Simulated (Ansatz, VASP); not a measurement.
**Two plane-wave programs on Ni**

Contents of INCAR:

```
ALGO = Normal ; EDIFF = 1E-7
ENCUT = 520 ; GGA = PE
ISIF = 2 ; ISMEAR = -1
ISPIN = 2 ; LASPH = True
LCHARG = False ; LMAXMIX = 4
LORBIT = 11 ; LREAL = False
LWAVE = False ; MAGMOM = 1
NBANDS = 15 ; NELM = 150
PREC = Accurate ; SIGMA = 0.05
```

KPOINTS

```
k-points
0
Gamma
  13 13 13
```

POSCAR

```
Ni
1.0
    0.0000000000      1.7716516424      1.7716516424
    1.7716516424      0.0000000000      1.7716516424
    1.7716516424      1.7716516424      0.0000000000
Ni
1
Direct
    0.0000000000      0.0000000000      0.0000000000
```

The input input.yaml:

```yaml
crystal:
  lattice:
    - [0.0, 1.7716516424, 1.7716516424]
    - [1.7716516424, 0.0, 1.7716516424]
    - [1.7716516424, 1.7716516424, 0.0]
  atoms:
    - { symbol: Ni, position: [0.0, 0.0, 0.0], spin: 1.0 }
hamiltonian:
  xc: pbe
  pseudopotentials: { kind: paw }
magnetization:
  spin_polarized: true
kpoints:
  mp_grid: { grid: [13, 13, 13] }
scf:
  occupations: { method: fermi_dirac, width: 0.05 }
output:
  forces: true
  stress: true
  eigenvalues: true
  write_density: true
  write_potential: true
  elf: true
  volumetric_format: npy
```

Change from the starting cell: volume scaled by 1.06.

Alike in both runs: task single point; functional PBE; k mesh 13 × 13 × 13; occupations fermi-dirac, width 0.05 eV; collinear spin, ferromagnetic start.

```csv
,VASP,Ansatz
version,VASP 6.6.1,Ansatz 0.2.0
potentials or method,"VASP PAW PBE potentials, release 64 (Ni)",Ansatz PAW
plane-wave cutoff (eV),520,420
valence electrons in the cell,10,18
```

Ansatz gave:

```
gap on the k mesh at the Fermi level (eV)                     : none
pressure (GPa)                                                : -4.1
net moment per atom (μB)                                      : 0.63
size of the moment on the site where the two differ most (μB) : 0.67
```

Question: Which values does VASP return?

Answer: gap on the k mesh at the Fermi level (eV): none; pressure (GPa): -4.0; net moment per atom (μB): 0.63; size of the moment on the site where the two differ most (μB): 0.64.

Site moments also hang on the region over which each program counts them. A gap of «none» marks a metal or a gap that the smearing closes. The functional is the same, so the differences come from potentials, cutoffs and numerics. The two sets of potentials don't hold the same shells in valence.
